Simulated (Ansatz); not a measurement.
# SnSe (Fm-3m): a single-point run

The task is a single-point run on SnSe (Fm-3m). The structure is shown as the input types it.

Computed with Ansatz 0.2.0 (DFT PBE, scalar-relativistic, plane waves, PAW, unless a step's input says otherwise).

**1. Starting point**

Symmetry: Fm-3m, No. 225, cubic system. The conventional cell has a = 6.061 Å, b = 6.061 Å, c = 6.061 Å, α = 90.00°, β = 90.00°, γ = 90.00°. Sn (site symmetry m-3m) is surrounded by 6 Se at 3.03 Å. Around Se (site symmetry m-3m) lie 6 Sn at 3.03 Å.

The input asks for a charge of -4 e on the cell.

Coordinates:

```
CELL_PARAMETERS angstrom
0.00000 3.03053 3.03053
3.03053 0.00000 3.03053
3.03053 3.03053 0.00000
ATOMIC_POSITIONS crystal
Sn 0.00000 0.00000 0.00000
Se 0.50000 0.50000 0.50000
```

**2. Input and run**

input.yaml

```yaml
crystal:
  lattice:
    - [0.0, 3.030534968, 3.030534968]
    - [3.030534968, 0.0, 3.030534968]
    - [3.030534968, 3.030534968, 0.0]
  atoms:
    - { symbol: Sn, position: [0.0, 0.0, 0.0] }
    - { symbol: Se, position: [0.5, 0.5, 0.5] }
basis:
  ecutwfc: 420
  ecutrho_ratio: 4
kpoints:
  mp_grid: { grid: [10, 10, 10] }
hamiltonian:
  xc: pbe
scf:
  occupations: { method: gaussian, width: 0.05 }
  max_iter: 60
output:
  forces: true
  stress: true
total_charge: -4
```

The run is started by

```bash
ansatz run input.yaml --threads 4 --pin off --max-ram 7168MiB --backend cpu --events-out ev --progress --plain --runs-dir out
```

What happens when this is run?

The run converged and reported no error. That alone doesn't make the input a sound one.

In the input, total_charge is -4. With this charge the calculation describes a differently charged system.

The test: delete total_charge (the default then holds).
